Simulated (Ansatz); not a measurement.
input.yaml (Ansatz)

```yaml
crystal:
  lattice:
    - [1.709840511, 0.0, 0.0]
    - [-0.8549202555, 1.4807653189, 0.0]
    - [0.0, 0.0, 7.1685426072]
  atoms:
    - { symbol: B, position: [0.3333333333, 0.6666666667, 0.25] }
    - { symbol: B, position: [0.6666666667, 0.3333333333, 0.75] }
hamiltonian:
  xc: pbesol
  pseudopotentials:
    kind: paw
    azcp:
      B: "pseudopotentials/B.paw.azcp"
basis:
  ecutwfc: 420
  fft_grid_basis: typed
kpoints:
  mp_grid: { grid: [34, 34, 7], shift: [0, 0, 0] }
magnetization:
  spin_polarized: false
scf:
  occupations: { method: fermi_dirac, width: 0.1 }
```

Terminal output

```
Warning: the record states the generating functional pbe (its physics header spells it `PBE`), which answers neither for hamiltonian.xc's functional nor for the pbesol family's — results may be inconsistent (PPs are generated against a specific XC)
Engine: ansatz 0.2.0, x86_64-unknown-linux-gnu
Pseudopotentials: kind: paw
Pseudopotential: B, paw, valence charge 3, recommended cutoff 420 eV (normal) 
Functional definition: PBEsol
  exchange = pbesol_x
  correlation = pbesol_c
Crystal: 2 atoms, lattice volume = 18.150 Å³
Basis set: ecut = 420 eV, 341 PW (Γ)
Bands: 7, of which v1, the nominal top of the filled ones, is band 3 counted from 1 (2 counted from 0)
Symmetry: 24 space group operations
Space group: P63/mmc (ITA 194), of the structure as read, at distance tolerance 2.6e-5 Å
k-points: 456 of 8092
Non-local potential: B, projectors of the file, l = 0: 2, l = 1: 2, l = 2: 1
PAW form: soft (Blöchl's): semilocal exchange-correlation on the pseudo side does not see the compensation charge
PAW frozen core: B, regenerated for the run's functional, and the local potential with it (the file was generated under x = pbe(κ = 0.804, μ = 0.2195149727645171), c = pbe(β = 0.06672455060314922))
PAW one-centre angular grid: B, 110 points (default); XC on 64 Gauss nodes
Initial density: superposition of atomic densities (neutral atoms: chi_scale 0, normalization atom), corrected by the library's trained network
Initial wavefunctions: pseudopotential atomic-orbital guess
Functional: x = pbesol(κ = 0.804, μ = 0.12345679012345678), c = pbesol(β = 0.046)
SCF iter   1: F=—  HF=-303.918318 eV  |F-HF|=—  |Δ(HF+E_count)|=         —  Δρ=1.80e-2  dr2=1.02e-1  ethr=1.77e-3  ⟨swp⟩=4.9  Hψ=23365  notcnv=0
SCF iter   2: F=—  HF=-303.897041 eV  |F-HF|=—  |Δ(HF+E_count)|=   2.13e-2  Δρ=1.16e-2  dr2=5.07e-2  ethr=1.70e-3  ⟨swp⟩=1.0  Hψ=6840  notcnv=0
SCF iter   3: F=—  HF=-303.877113 eV  |F-HF|=—  |Δ(HF+E_count)|=   1.99e-2  Δρ=1.58e-3  dr2=7.76e-4  ethr=8.46e-4  ⟨swp⟩=2.8  Hψ=5902  notcnv=0
SCF iter   4: F=—  HF=-303.877137 eV  |F-HF|=—  |Δ(HF+E_count)|=   2.45e-5  Δρ=1.39e-4  dr2=3.98e-6  ethr=1.29e-5  ⟨swp⟩=2.3  Hψ=4371  notcnv=0
SCF iter   5: F=—  HF=-303.877136 eV  |F-HF|=—  |Δ(HF+E_count)|=   1.54e-6  Δρ=6.85e-6  dr2=5.59e-9  ethr=6.63e-8  ⟨swp⟩=2.2  Hψ=4420  notcnv=0
SCF iter   6: F=-303.877136 eV  HF=-303.877136 eV  |F-HF|=1.04e-11  |Δ(HF+E_count)|=  5.41e-11  Δρ=7.15e-7  dr2=4.59e-11  ethr=9.31e-11  ⟨swp⟩=1.0  Hψ=8945  notcnv=0
SCF 1 converged in 6 iterations: F = -303.877136 eV  dr2 = 4.59e-11
SCF converged after 6 iterations
Free energy (F): -303.877136 eV
Harris-Foulkes:  -303.877136 eV  (|F-HF|=1.04e-11)
Internal energy: -303.864853 eV  (E = F + TS)
E sigma→0 (E₀):  -303.870995 eV
Entropy (-TS):   -0.012283 eV (-6.141 meV/atom)
Fermi energy:    7.845933 eV
--- Per-component energies (eV) ---
  E_band       = -4.879324
  E_kinetic    = 101.963311
  E_local      = -123.250267  (includes V_loc(G=0)·N_el)
  E_nonlocal   = 21.201748
  E_hartree    = 38.432585
  E_xc         = -63.972201
  E_vxc        = -76.164413  (∫ρ·V_xc dr)
  E_paw        = -151.038476  (= ΣΔE_a)
  E_vpaw       = -5.494901  (= ΣTr[D̂ρ^β])
  E_aug_tail   = -0.000006  (compensation charges beyond the density's cutoff)
  E_ewald      = -127.230968
  E_core_change = 0.029422  (= ΣΔE_core)
  E_smearing   = -0.012283  (= −TS)
  E_closure    = 0.000000  (closes the sum)
  Σ components = -303.877136   (vs F -303.877136, Δ=0.00e0)
```
